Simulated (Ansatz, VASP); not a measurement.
# MnS in VASP and in Ansatz

The input INCAR:

```
SYSTEM = MnS
PREC     = Accurate       ! precision mode
ENCUT    = 520            ! plane-wave cutoff, eV
EDIFF    = 1E-6           ! SCF threshold, eV
ISMEAR   = 0              ! smearing method
SIGMA    = 0.05           ! smearing width, eV
LREAL    = .FALSE.        ! projectors in reciprocal space
LASPH    = .TRUE.         ! aspherical terms in the spheres
NELM     = 150            ! most SCF steps
ALGO     = Normal         ! electronic algorithm
ISIF     = 2              ! what is computed and relaxed
LWAVE    = .FALSE.        ! write WAVECAR
LCHARG   = .FALSE.        ! write CHGCAR
ISPIN    = 2              ! spin polarisation
MAGMOM   = 5.01 0.08      ! initial moments
LORBIT   = 11             ! projections on sites
LMAXMIX  = 4              ! l up to which the mixer works
LDAU     = .TRUE.         ! DFT+U
LDAUTYPE = 2            
LDAUL    = 2 -1           ! shell
LDAUU    = 6 0            ! U, eV
LDAUJ    = 0 0          
LDAUPRINT= 1            
GGA      = PE             ! functional
NBANDS   = 20             ! bands
```

File KPOINTS:

```
Automatic mesh
0
G
  6 6 6
  0 0 0
```

The input POSCAR:

```
MnS
1.0
    0.0000000000      2.6122498900      2.6122498900
    2.6122498900      0.0000000000      2.6122498900
    2.6122498900      2.6122498900      0.0000000000
Mn S
1 1
Direct
    0.0000000000      0.0000000000      0.0000000000
    0.5000000000      0.5000000000      0.5000000000
```

Input for Ansatz:

```yaml
crystal:
  lattice:
    - [0.0, 2.61224989, 2.61224989]
    - [2.61224989, 0.0, 2.61224989]
    - [2.61224989, 2.61224989, 0.0]
  atoms:
    - { symbol: Mn, position: [0.0, 0.0, 0.0], spin: 5.0 }
    - { symbol: S, position: [0.5, 0.5, 0.5] }
basis:
  ecutwfc: 420
  ecutrho_ratio: 4
kpoints:
  mp_grid: { grid: [6, 6, 6] }
hamiltonian:
  xc: pbe
  hubbard:
    sites:
      - { site: 0, l: d, u_eff: 6.0, starting_ns: [{ spin: up, occupation_matrix: s0up }, { spin: down, occupation_matrix: s0down }] }
    occupation_matrices:
      s0up:
        matrix:
          - [0.97, 0.0, 0.0, 0.0, 0.0]
          - [0.0, 0.97, 0.0, 0.0, 0.0]
          - [0.0, 0.0, 0.97, 0.0, 0.0]
          - [0.0, 0.0, 0.0, 0.97, 0.0]
          - [0.0, 0.0, 0.0, 0.0, 0.97]
      s0down:
        matrix:
          - [0.02, 0.0, 0.0, 0.0, 0.0]
          - [0.0, 0.02, 0.0, 0.0, 0.0]
          - [0.0, 0.0, 0.02, 0.0, 0.0]
          - [0.0, 0.0, 0.0, 0.02, 0.0]
          - [0.0, 0.0, 0.0, 0.0, 0.02]
    ns_hold: { iters: 12 }
scf:
  occupations: { method: gaussian, width: 0.05 }
  lower_state_search: "off"
  max_iter: 150
output:
  forces: true
  stress: true
  eigenvalues: true
  populations: true
  hubbard: { sites: [{ site: 0, l: d }] }
magnetization:
  spin_polarized: true
```

Alike in both runs: task single point; functional PBE; k mesh 6 × 6 × 6; occupations gaussian, width 0.05 eV; collinear spin; Hubbard terms Mn d U = 6.0 eV.

|  | VASP | Ansatz |
| --- | --- | --- |
| version | VASP 6.6.1 | Ansatz 0.2.0 |
| potentials or method | VASP PAW PBE potentials, release 64 (Mn_pv, S) | scalar-relativistic, plane waves, PAW |
| plane-wave cutoff (eV) | 520 | 420 |
| valence electrons in the cell | 19 | 21 |

Ansatz gave:

```
gap on the k mesh at the Fermi level (eV)                     : 1.01
least direct gap on the mesh (eV)                             : 3.09
pressure (GPa)                                                : 6.0
net moment per atom (μB)                                      : 2.50
size of the moment on the site where the two differ most (μB) : 4.56
```

Question: Estimate VASP's values.

Answer: gap on the k mesh at the Fermi level (eV): 1.26; least direct gap on the mesh (eV): 3.20; pressure (GPa): 4.9; net moment per atom (μB): 2.50; size of the moment on the site where the two differ most (μB): 4.66.

Site moments also hang on the region over which each program counts them. The programs project onto different local orbitals, so the same U acts differently. The two sets of potentials don't hold the same shells in valence.

Caveats: a cell with one magnetic atom can't hold antiferromagnetic order, which such compounds often take. The state reached can hang on the start; a lower one may exist. A k mesh can miss the band edges.
